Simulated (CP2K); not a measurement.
Runs of CP2K 2026.2 on Si2W. It takes space group I4/mmm (No. 139, tetragonal). The conventional cell has a = 3.214 Å, b = 3.214 Å, c = 7.830 Å, α = 90.00°, β = 90.00°, γ = 90.00°. W (site symmetry 4/mmm) is surrounded by 10 Si at 2.62 Å. Si (site symmetry 4mm) has 5 Si at 2.59 to 2.63 Å and 5 W at 2.62 Å as nearest neighbours. 

| task | level | potentials or basis | smearing | EPS_DEFAULT | NGRIDS | points a segment of the path (NPOINTS) | bands added on the path | CUTOFF of the grids | gap on the mesh (eV) | pressure (GPa) | V0 of scaled cells (Å³/atom) | B0 (GPa) | largest force (eV/Å) |
| --- | --- | --- | --- | --- | --- | --- | --- | --- | --- | --- | --- | --- | --- |
| band structure | PBEsol | POTENTIAL_UZH W GTH-PBE-q14, Si GTH-PBE-q4; TZVP-MOLOPT-PBE-GTH basis | fermi-dirac 0.05 eV | 1.0E-9 | 4 | 10 | 4 | 450 Ry | none | -0.4 | - | - | 0.03 |
| band structure | r2SCAN | POTENTIAL_UZH W GTH-SCAN-q14, Si GTH-SCAN-q4; TZVP-MOLOPT-SCAN-GTH basis | fermi-dirac 0.01 eV | 1.0E-9 | 5 | 6 | 2 | 675 Ry | none | (b) | - | - | 0.07 |
| equation of state | PBEsol | POTENTIAL_UZH W GTH-PBE-q14, Si GTH-PBE-q4; TZVP-MOLOPT-PBE-GTH basis | fermi-dirac 0.05 eV | 1.0E-10 | 5 | - | - | 450 Ry | - | - | 13.46 | 231 | - |
| single point | PBE | POTENTIAL_UZH W GTH-PBE-q14, Si GTH-PBE-q4; TZVP-MOLOPT-PBE-GTH basis | fermi-dirac 0.05 eV | 1.0E-10 | 5 | - | - | 450 Ry | none | (a) | - | - | 0.07 |
| single point | PBEsol | POTENTIAL_UZH W GTH-PBE-q14, Si GTH-PBE-q4; TZVP-MOLOPT-PBE-GTH basis | fermi-dirac 0.05 eV | 1.0E-10 | 5 | - | - | 450 Ry | none | -0.4 | - | - | 0.03 |
| equation of state | PBE | POTENTIAL_UZH W GTH-PBE-q14, Si GTH-PBE-q4; TZVP-MOLOPT-PBE-GTH basis | fermi-dirac 0.05 eV | 1.0E-10 | 4 | - | - | 450 Ry | - | - | 13.63 | 221 | - |

Alike in all rows: no spin polarisation; cell as given; k mesh 12 × 12 × 12.

Question: Estimate the missing entries.

Answer: (a) 2.5; (b) -2.9.

Caveats: the basis of atomic orbitals isn't converged, which shifts pressures, moduli and gaps; the potentials were made for another functional, which shifts forces and pressure (some runs); the cell was scaled at fixed shape and fractional positions, which overstates the stiffness of a crystal with free parameters, most of all of layers and chains (some runs).

A k mesh can miss the band edges, and the runs leave out spin-orbit coupling on W.

A gap of «none» marks a metal or a gap under the smearing width.

Not every run made on this cell is shown here.
